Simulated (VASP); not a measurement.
# Pt in VASP: reference runs

Aim: a first look at Pt with PBE, on the cell as given.

Everything below comes from runs of VASP 6.6.1. Logs are shortened: lines on timing, memory, paths and dates and some standing lists are left out, and cuts for length are marked.

## (1) The sheet as given

The cell holds a sheet with vacuum, 1 atom: a = 2.523 Å, b = 2.523 Å, c = 23.800 Å, α = 90.00°, β = 90.00°, γ = 90.00°.

The cell was built by a generator and needn't be a form met in nature.

## (2) Single point, PBE

INCAR

```
SYSTEM = Pt
PREC = Accurate
ENCUT = 520
EDIFF = 1E-7
ISMEAR = -1
SIGMA = 0.05
LREAL = .False.
LASPH = .True.
NELM = 100
ALGO = Normal
ISIF = 2
LWAVE = .False.
LCHARG = .False.
LDIPOL = .True.
IDIPOL = 3
DIPOL = 0.5 0.5 0.294
GGA = PE
NBANDS = 11
```

KPOINTS

```
Automatic mesh
0
Gamma
  10 10 1
  0 0 0
```

POSCAR

```
Pt
1.0
    2.5230800000      0.0000000000      0.0000000000
    0.0000000000      2.5230800000      0.0000000000
    0.0000000000      0.0000000000     23.8000000000
Pt
1
Direct
    0.0000000000      0.0000000000      0.2941200000
```

Potentials or basis: VASP PAW PBE potentials, release 64 (Pt).

On the command line:

```
cat potpaw_PBE.64/Pt/POTCAR > POTCAR
mpirun -np 1 vasp_std > vasp.out
```

OUTCAR:

```text
SYSTEM = Pt
   PREC = Accurate
   ENCUT = 520
   EDIFF = 1E-7
   ISMEAR = -1
   LREAL = .False.
   LASPH = .True.
   NELM = 100
   ISIF = 2
   GGA = PE

 ion  position               nearest neighbor table
   1  0.000  0.000  0.294-

  LATTYP: Found a simple tetragonal cell.
 ALAT       =     2.5230800000
 C/A-ratio  =     9.4329153257

  Lattice vectors:

 A1 = (   2.5230800000,   0.0000000000,   0.0000000000)
 A2 = (   0.0000000000,   2.5230800000,   0.0000000000)
 A3 = (   0.0000000000,   0.0000000000,  23.8000000000)

Analysis of symmetry for initial positions (statically):
=====================================================================
 Subroutine PRICEL returns:
 Original cell was already a primitive cell.

 Routine SETGRP: Setting up the symmetry group for a
 simple tetragonal supercell.

 Subroutine GETGRP returns: Found 16 space group operations
 (whereof  8 operations were pure point group operations)
 out of a pool of 16 trial point group operations.

The static configuration has the point symmetry C_4v.
 The point group associated with its full space group is D_4h.

Analysis of symmetry for dynamics (positions and initial velocities):
=====================================================================
 Subroutine PRICEL returns:
 Original cell was already a primitive cell.

 Routine SETGRP: Setting up the symmetry group for a
 simple tetragonal supercell.

 Subroutine GETGRP returns: Found 16 space group operations
 (whereof  8 operations were pure point group operations)
 out of a pool of 16 trial point group operations.

The dynamic configuration has the point symmetry C_4v.
 The point group associated with its full space group is D_4h.

 Subroutine INISYM returns: Found 16 space group operations
 (whereof  8 operations are pure point group operations),
 and found     1 'primitive' translations

----------------------------------------------------------------------------------------

                                     Primitive cell

  volume of cell :     151.5092

  direct lattice vectors                    reciprocal lattice vectors
     2.523080000  0.000000000  0.000000000     0.396340980  0.000000000  0.000000000
     0.000000000  2.523080000  0.000000000     0.000000000  0.396340980  0.000000000
     0.000000000  0.000000000 23.800000000     0.000000000  0.000000000  0.042016807

  length of vectors
[... 87 lines left out ...]
   NELECT =      10.0000    total number of electrons
   NUPDOWN=      -1.0000    fix difference up-down
   EMIN   =  10.00;   EMAX   =-10.00  energy-range for DOS
   EFERMI =   0.00;   METHOD = LEGACY
   ISMEAR =    -1;   SIGMA  =   0.05  broadening in eV -4-tet -1-fermi 0-gaus
   EFERMI_NEDOS =   21; number of points for ismear=-14 and -15
   IALGO  =     38    algorithm
   IMIX   =      4    mixing-type and parameters
     AMIX     =   0.40;   BMIX     =  1.00
     AMIX_MAG =   1.60;   BMIX_MAG =  1.00
  volume/ion in A,a.u.               =     151.51      1022.43
  Fermi-wavevector in a.u.,A,eV,Ry     =   0.661599  1.250242  5.955459  0.437714
  Thomas-Fermi vector in A             =   1.734409
   LORBIT       =      0    0 simple, 1 ext, 2 COOP (PROOUT), +10 PAW based schemes
   GGA     = PE    functional components
   LHFCALC =     F    Hartree Fock is set to
   AEXX    =    0.0000 exact exchange contribution
   IVDW    =     0    specifies the selected vdW correction
   LEPSILON=     F    determine dielectric tensor
   LRPA    =     F    only Hartree local field effects (RPA)
 non-spin polarized calculation
  energy-cutoff  :      520.00
  volume of cell :      151.51
 maximum number of plane-waves:      4149
 NGX is ok and might be reduce to    20
   NGX =  9   NGY =  9   NGZ = 89

 number of electron      10.0000003 magnetization

 dipolmoment           0.000000      0.000000     -0.000000 electrons x Angstroem

 Free energy of the ion-electron system (eV)
  ---------------------------------------------------
  ext. energy  EPLUGINS =         0.00000000
  ---------------------------------------------------
  free energy    TOTEN  =        -4.78089211 eV

  energy without entropy =       -4.76380675  energy(sigma->0) =       -4.77234943

 E-fermi :  -4.5709     XC(G=0):  -2.0553

 val. band max:       -4.6159858959   @ k =   0.4000   0.1000   0.0000
 cond. band min:      -4.5683299807   @ k =   0.5000   0.1000   0.0000
 fundamental gap:      0.0476559152
 Fermi energy:        -4.5709469754

 k-point     1 :       0.0000    0.0000    0.0000
  band No.  band energies     occupation
      1     -11.6179      2.00000
      2     -10.3705      2.00000
      3      -6.7520      2.00000
      4      -4.4957      0.36355
      5      -4.4957      0.36355
      6      -3.5726      0.00000
      7      -2.7336      0.00000
      8       1.4083      0.00000
      9       1.8018      0.00000
     10       1.8997      0.00000
     11       2.7251      0.00000
[... 267 lines left out ...]
 k-point    21 :       0.5000    0.5000    0.0000
  band No.  band energies     occupation
      1     -10.4156      2.00000
      2      -7.4134      2.00000
      3      -7.4134      2.00000
      4      -4.6714      1.76343
      5      -1.6311      0.00000
      6       3.3428      0.00000
      7       3.3428      0.00000
      8       8.0875      0.00000
      9       8.4085      0.00000
     10       9.0110      0.00000
     11      10.5753      0.00000

------------------------ aborting loop because EDIFF is reached ----------------------------------------

 vacuum level on the upper side and lower side of the slab       (xc-potential included)        -0.062        -0.063

  FORCE on cell =-STRESS in cart. coord.  units (eV):
  Direction    XX          YY          ZZ          XY          YZ          ZX
  --------------------------------------------------------------------------------------
  -------------------------------------------------------------------------------------
  Total       -0.0407598     -0.0407598     -0.0122001      0.0000000      0.0000000     -0.0000000
  in kB       -0.4310263     -0.4310263     -0.1290130      0.0000000      0.0000000     -0.0000000
  external PRESSURE =      -0.3303552 kB  Pullay stress =       0.0000000 kB

 VOLUME and BASIS-vectors are now :
 -----------------------------------------------------------------------------
  energy-cutoff  :      520.00
  volume of cell :      151.51
      direct lattice vectors                 reciprocal lattice vectors
     2.523080000  0.000000000  0.000000000     0.396340980  0.000000000  0.000000000
     0.000000000  2.523080000  0.000000000     0.000000000  0.396340980  0.000000000
     0.000000000  0.000000000 23.800000000     0.000000000  0.000000000  0.042016807

 POSITION                                       TOTAL-FORCE (eV/Angst)
 -----------------------------------------------------------------------------------
      0.00000      0.00000      7.00006         0.000000     -0.000000      0.000000
 -----------------------------------------------------------------------------------
    total drift:                                0.000000      0.000000      0.000004

  FREE ENERGIE OF THE ION-ELECTRON SYSTEM (eV)
  ---------------------------------------------------
  free  energy   TOTEN  =        -4.7808921111 eV

  energy  without entropy=       -4.7638067544  energy(sigma->0) =       -4.77234943

 vacuum level on the upper side and lower side of the slab         1.653         1.652
```

stdout:

```text
POSCAR found type information on POSCAR Pt
 POSCAR found :  1 types and       1 ions
 scaLAPACK will be used
 LDA part: xc-table for (Slater+PW92), standard interpolation
 POSCAR, INCAR and KPOINTS ok, starting setup
 FFT: planning ... GRIDC
 FFT: planning ... GRID_SOFT
 FFT: planning ... GRID
 WAVECAR not read
 entering main loop
```

Wall time 35 s (1 thread of Intel Xeon Platinum 8259CL at 2.50GHz (Skylake/Cascade Lake), shared host); peak memory 0.25 GiB.

What came out:

| Item | Value |
| --- | --- |
| Free energy | -4.7809 eV |
| Band gap on the k mesh | none (metal or under the smearing width) |

Spin-orbit coupling is left out, which matters for the levels of Pt.
